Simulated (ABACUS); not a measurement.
# TaN (Fm-3m) in ABACUS: single point with r2SCAN

Aim: the single point of TaN with r2SCAN.

Everything below comes from runs of ABACUS 3.10.1. Logs are shortened: lines on timing, memory, paths and dates and some standing lists are left out, and cuts for length are marked.

## 1. The structure

The structure is cubic, space group Fm-3m (No. 225). Conventional cell: a = 4.423 Å, b = 4.423 Å, c = 4.423 Å, α = 90.00°, β = 90.00°, γ = 90.00°. Ta (site symmetry m-3m) has 6 N at 2.21 Å as nearest neighbours. N (site symmetry m-3m) is surrounded by 6 Ta at 2.21 Å.

The cell comes from a database or a generator and needn't be the stable form of this composition.

## 2. Single point, r2SCAN

File run_abacus.py:

```python
"""ABACUS run from a structure file: ASE reads it, the script writes STRU, KPT and INPUT."""
import re
import subprocess
from ase.io import read
from ase.units import Bohr

atoms = read("POSCAR")
atoms = atoms[(-atoms.numbers).argsort(kind="stable")]  # ABACUS lists atoms element by element
pseudo = {'Ta': 'Ta_ONCV_PBE-1.2.upf', 'N': 'N_ONCV_PBE-1.2.upf'}
orbital = {'Ta': 'Ta_confined-atom_7au_3s2p2d2f.orb', 'N': 'N_confined-atom_6au_2s2p1d.orb'}
magmoms = None
kmesh = [7, 7, 7]
params = {
    'suffix': 'TaN',
    'calculation': 'scf',
    'basis_type': 'lcao',
    'pseudo_dir': './',
    'orbital_dir': './',
    'symmetry': 1,
    'dft_functional': 'MGGA_X_R2SCAN+MGGA_C_R2SCAN',
    'ecutwfc': 100,
    'pseudo_rcut': 7,
    'nspin': 1,
    'nbands': 26,
    'ks_solver': 'scalapack_gvx',
    'smearing_method': 'fd',
    'smearing_sigma': 0.00367493,
    'scf_thr': 1e-07,
    'scf_nmax': 100,
    'mixing_type': 'broyden',
    'mixing_beta': 0.7,
    'cal_force': 1,
    'cal_stress': 1,
    'mixing_tau': 1,
    'out_mul': 1,
    'out_chg': 1,
}

symbols = atoms.get_chemical_symbols()
elements = list(dict.fromkeys(symbols))
lines = ["ATOMIC_SPECIES"] + [f"{e} {atoms.get_masses()[symbols.index(e)]:.4f} {pseudo[e]}" for e in elements]
if orbital:
    lines += ["", "NUMERICAL_ORBITAL"] + [orbital[e] for e in elements]
lines += ["", "LATTICE_CONSTANT", f"{1 / Bohr:.10f}", "", "LATTICE_VECTORS"]
lines += [" ".join(f"{x:.10f}" for x in v) for v in atoms.cell]
lines += ["", "ATOMIC_POSITIONS", "Direct"]
for e in elements:
    lines += ["", e, "0.0", str(symbols.count(e))]
    for i, p in enumerate(atoms.get_scaled_positions(wrap=False)):
        if symbols[i] == e:
            mag = "" if magmoms is None else " mag " + " ".join(str(x) for x in (magmoms[i] if isinstance(magmoms[i], list) else [magmoms[i]]))
            lines.append(" ".join(f"{x:.10f}" for x in p) + " 1 1 1" + mag)
open("STRU", "w").write("\n".join(lines) + "\n")
open("KPT", "w").write("K_POINTS\n0\nGamma\n%d %d %d 0 0 0\n" % tuple(kmesh))
open("INPUT", "w").write("INPUT_PARAMETERS\n" + "".join(f"{k:<20s}{v}\n" for k, v in params.items()))

done = subprocess.run(['mpirun', '-np', '4', 'abacus'])
if done.returncode:
    raise SystemExit(done.returncode)
log = open("OUT.TaN/running_scf.log").read()
print("final energy (eV):", re.findall(r"FINAL_ETOT_IS (\S+)", log))
```

File POSCAR:

```
TaN
1.0
    0.0000000000      2.2113230000      2.2113230000
    2.2113230000      0.0000000000      2.2113230000
    2.2113230000      2.2113230000      0.0000000000
Ta N
1 1
Direct
    0.5000000000      0.5000000000      0.5000000000
    0.0000000000      0.0000000000      0.0000000000
```

Potentials or basis: SG15 ONCV 1.2 PBE, DZP LCAO (the cutoffs set its grid).

Command:

```console
$ OMP_NUM_THREADS=1 python run_abacus.py > log
```

running log:

```text
ABACUS v3.10.1

               Atomic-orbital Based Ab-initio Computation at UStc

 ------------------------------------------------------------------------------------

 READING GENERAL INFORMATION
                           global_out_dir = OUT.TaN/
                           global_in_card = INPUT
                               pseudo_dir = ./
                              orbital_dir = ./
                                    DSIZE = 4
                                    GSIZE = 1

 READING UNITCELL INFORMATION
                                    ntype = 2
                  lattice constant (Bohr) = 1.88973
              lattice constant (Angstrom) = 1

 READING ATOM TYPE 1
                               atom label = Ta
                      L=0, number of zeta = 3
                      L=1, number of zeta = 2
                      L=2, number of zeta = 2
                      L=3, number of zeta = 2
             number of atom for this type = 1

 READING ATOM TYPE 2
                               atom label = N
                      L=0, number of zeta = 2
                      L=1, number of zeta = 2
                      L=2, number of zeta = 1
             number of atom for this type = 1

                        TOTAL ATOM NUMBER = 2
DIRECT COORDINATES
    atom                   x                   y                   z     mag                  vx                  vy                  vz
taud_Ta1            0.5000000000        0.5000000000        0.5000000000  0.0000        0.0000000000        0.0000000000        0.0000000000
taud_N1            0.0000000000        0.0000000000        0.0000000000  0.0000        0.0000000000        0.0000000000        0.0000000000

                          Volume (Bohr^3) = 145.943
                             Volume (A^3) = 21.6265

 Lattice vectors: (Cartesian coordinate: in unit of a_0)
                   +0            +2.21132            +2.21132
             +2.21132                  +0            +2.21132
             +2.21132            +2.21132                  +0
 Reciprocal vectors: (Cartesian coordinate: in unit of 2 pi/a_0)
            -0.226109           +0.226109           +0.226109
            +0.226109           -0.226109           +0.226109
            +0.226109           +0.226109           -0.226109
 The esolver type has been set to : ksdft_lcao

                PAO radial cut off (Bohr) = 7

 Read in pseudopotential file is Ta_ONCV_PBE-1.2.upf
                     pseudopotential type = NC
          exchange-correlation functional = PBE
                 nonlocal core correction = 0
                        valence electrons = 27
                                     lmax = 3
                           number of zeta = 0
                     number of projectors = 8
                           L of projector = 0
                           L of projector = 0
                           L of projector = 1
                           L of projector = 1
                           L of projector = 2
                           L of projector = 2
                           L of projector = 3
                           L of projector = 3
 XC functional updated to : MGGA_X_R2SCAN+MGGA_C_R2SCAN
          exchange-correlation functional = MGGA_X_R2SCAN+MGGA_C_R2SCAN
                PAO radial cut off (Bohr) = 7

 Read in pseudopotential file is N_ONCV_PBE-1.2.upf
                     pseudopotential type = NC
          exchange-correlation functional = PBE
                 nonlocal core correction = 0
                        valence electrons = 5
                                     lmax = 1
                           number of zeta = 0
                     number of projectors = 4
                           L of projector = 0
                           L of projector = 0
                           L of projector = 1
                           L of projector = 1
 XC functional updated to : MGGA_X_R2SCAN+MGGA_C_R2SCAN
          exchange-correlation functional = MGGA_X_R2SCAN+MGGA_C_R2SCAN
     initial pseudo atomic orbital number = 0

 SETUP THE ELECTRONS NUMBER
            electron number of element Ta = 27
      total electron number of element Ta = 27
             electron number of element N = 5
       total electron number of element N = 5
            AUTOSET number of electrons:  = 32
                           occupied bands = 16
                                   NLOCAL = 46
                                   NBANDS = 26
                                   NBANDS = 26
                                   NLOCAL = 46

%%%%%%%%%%%%%%%%%%%%%%%%%%%%%%%%%%%%%%%%%%%%%%%%%%%%%%%%%%%%%%%%%%%%%%%%%%%%%%%%%%%%%%%%%%%%%%%%%%%%%%%%%%
 Warning: the number of valence electrons in pseudopotential > 5 for Ta: [Xe] 4f14 5d3 6s2
 Pseudopotentials with additional electrons can yield (more) accurate outcomes, but may be less efficient.
[... 58 lines left out ...]
              PURE POINT GROUP OPERATIONS = 48
                   SPACE GROUP OPERATIONS = 48
                              POINT GROUP = O_h
               POINT GROUP IN SPACE GROUP = O_h

 SETUP K-POINTS
                                    nspin = 1
                   Input type of k points = Monkhorst-Pack(Gamma)
                                   nkstot = 343
                       right hand lattice = 1
(for reciprocal lattice: )
                             BRAVAIS TYPE = 2
                     BRAVAIS LATTICE NAME = 02. Cubic I (body-centered)
                                    ibrav = 2
                       right hand lattice = 1
(for k-lattice: )
                             BRAVAIS TYPE = 2
                     BRAVAIS LATTICE NAME = 02. Cubic I (body-centered)
                                    ibrav = 2
                       right hand lattice = 1
                        ROTATION MATRICES = 48
                               nkstot_ibz = 20
K-POINTS REDUCTION ACCORDING TO SYMMETRY
     IBZ    DIRECT_X    DIRECT_Y    DIRECT_Z  WEIGHT  ibz2bz
       1  0.00000000  0.00000000  0.00000000  0.0029       0
       2  0.14285714  0.14285714  0.14285714  0.0233       1
       3  0.28571429  0.28571429  0.28571429  0.0233       2
       4  0.42857143  0.42857143  0.42857143  0.0233       3
       5  0.14285714  0.14285714  0.00000000  0.0175       8
       6  0.28571429  0.14285714  0.28571429  0.0700       9
[... 12 lines left out ...]
      19 -0.42857143  0.42857143  0.14285714  0.0700      74
      20 -0.28571429  0.42857143  0.28571429  0.0700      75

                               nkstot now = 20
[... K-POINTS DIRECT COORDINATES: 20 rows ...]

           k-point number in this process = 20
       minimum distributed K point number = 20
[... stars of the k points ...]

[... K-POINTS CARTESIAN COORDINATES: 20 rows ...]

[... K-POINTS DIRECT COORDINATES: 20 rows ...]

 SETUP PLANE WAVES FOR WAVE FUNCTIONS
     energy cutoff for wavefunc (unit:Ry) = 100
              fft grid for wave functions = [ 40, 40, 40 ]
                    number of plane waves = 3383
                         number of sticks = 301

 PARALLEL PW FOR WAVE FUNCTIONS
     PROC   COLUMNS(POT)             PW
        1             75            846
        2             75            846
        3             75            846
        4             76            845
 --------------- sum -------------------
        4            301           3383

 SET NONLOCAL PSEUDOPOTENTIAL PROJECTORS
 SET NONLOCAL PSEUDOPOTENTIAL PROJECTORS
 max number of nonlocal projetors among all species is 8

 -------------------------------------------
 SELF-CONSISTENT
 -------------------------------------------

 SETUP SEARCHING RADIUS FOR PROGRAM TO SEARCH ADJACENT ATOMS
                  longest orb rcut (Bohr) = 7
   longest nonlocal projector rcut (Bohr) = 3.02
                     search radius (Bohr) = 20
              searching radius is (Bohr)) = 20
         searching radius unit is (Bohr)) = 1.89
                         PeriodicBoundary = 1
                        Radius(unit:lat0) = 10.6
                                   glayer = [ 6, 6, 6 ]
                             glayer_minus = [ 5, 5, 5 ]

Find the coordinate range of the input atom(unit:lat0).
                                  min_tau = [ -22.1, -22.1, -22.1 ]
                                  max_tau = [ 24.3, 24.3, 24.3 ]
                                BoxNumber = [ 11, 11, 11 ]

 SETUP EXTENDED REAL SPACE GRID FOR GRID INTEGRATION
                          real space grid = [ 40, 40, 40 ]
                 big cell numbers in grid = [ 8, 8, 8 ]
             meshcell numbers in big cell = [ 5, 5, 5 ]
                        extended fft grid = [ 12, 12, 12 ]
                dimension of extened grid = [ 33, 33, 33 ]
                            UnitCellTotal = 125
              Atom number in sub-FFT-grid = 2
    Local orbitals number in sub-FFT-grid = 46
                                ParaV.nnr = 47913
                                 init_chg = atomic

 LCAO ALGORITHM --------------- ION=   1  ELEC=   1--------------------------------

 Density error is 0.0567463021685
----------------------------------------------------------
     Energy           Rydberg                 eV
----------------------------------------------------------
 E_KohnSham     -515.1473195620      -7008.9388554696
 E_Harris       -519.3562833351      -7066.2047454597
 E_Fermi        2.2393559152         30.4680002965
----------------------------------------------------------
[... 91 lines left out ...]
 Density error is 9.79101796284e-08
----------------------------------------------------------
     Energy           Rydberg                 eV
----------------------------------------------------------
 E_KohnSham     -515.4148245670      -7012.5784477813
 E_KS(sigma->0) -515.4143738166      -7012.5723150081
 E_Harris       -515.4148175906      -7012.5783528625
 E_band         16.5718195816        225.4711725371
 E_one_elec     -122.1506426612      -1661.9447545548
 E_Hartree      100.1850012538       1363.0868711888
 E_xc           -44.6090802481       -606.9376739136
 E_Ewald        -448.8392014107      -6106.7706249554
 E_entropy(-TS) -0.0009015007        -0.0122655464
 E_descf        0.0000000000         0.0000000000
 E_exx          0.0000000000         0.0000000000
 E_Fermi        2.2192587359         30.1945641443
----------------------------------------------------------

 charge density convergence is achieved
 final etot is -7012.5784478 eV
 EFERMI = 30.194564144 eV

 STATE ENERGY(eV) AND OCCUPATIONS    NSPIN == 1
 1/20 kpoint (Cartesian) = 0.0000 0.0000 0.0000 (606 pws)
       1       -41.2248     0.00583090
       2       -7.26782     0.00583090
       3       -7.26782     0.00583090
       4       -7.26782     0.00583090
       5        9.48450     0.00583090
       6        9.48450     0.00583090
[... 158 lines left out ...]
      25        51.1496        0.00000
      26        54.4155        0.00000

[... levels at 14 further k points ...]

 correction force for each atom along direction 1 is -1.16915e-13
 correction force for each atom along direction 2 is -1.05179e-13
 correction force for each atom along direction 3 is -4.97133e-14
------------------------------------------------------------------------------------------
 TOTAL-FORCE (eV/Angstrom)
------------------------------------------------------------------------------------------
                       Ta1         0.0000000000         0.0000000000         0.0000000000
                        N1         0.0000000000         0.0000000000         0.0000000000
------------------------------------------------------------------------------------------

----------------------------------------------------------------
 TOTAL-STRESS (KBAR)
----------------------------------------------------------------
      -149.6462341990         0.0000000000        -0.0000000000
         0.0000000000      -149.6462341990         0.0000000000
        -0.0000000000        -0.0000000000      -149.6462341990
----------------------------------------------------------------
 TOTAL-PRESSURE: -149.646234 KBAR

 --------------------------------------------
 !FINAL_ETOT_IS -7012.5784477813103877 eV
 --------------------------------------------
```

Run time: 43 s. Hardware: 4 MPI ranks of AMD EPYC 7R43 (Zen 3), shared host; peak memory 0.44 GiB.

What came out:

```
Free energy            : -7012.5784 eV
Pressure               : -15.0 GPa
Band gap on the k mesh : none (metal or under the smearing width)
Mulliken charges       : Ta +1.04; N -1.04 e
```

Caveat: the atomic orbitals were generated for these runs and aren't a published set; Mulliken charges move with the basis; the potentials were made for another functional, which shifts forces and pressure; the basis of atomic orbitals isn't converged, which shifts pressures, moduli and gaps. Spin-orbit coupling is left out, which matters for the levels of Ta.
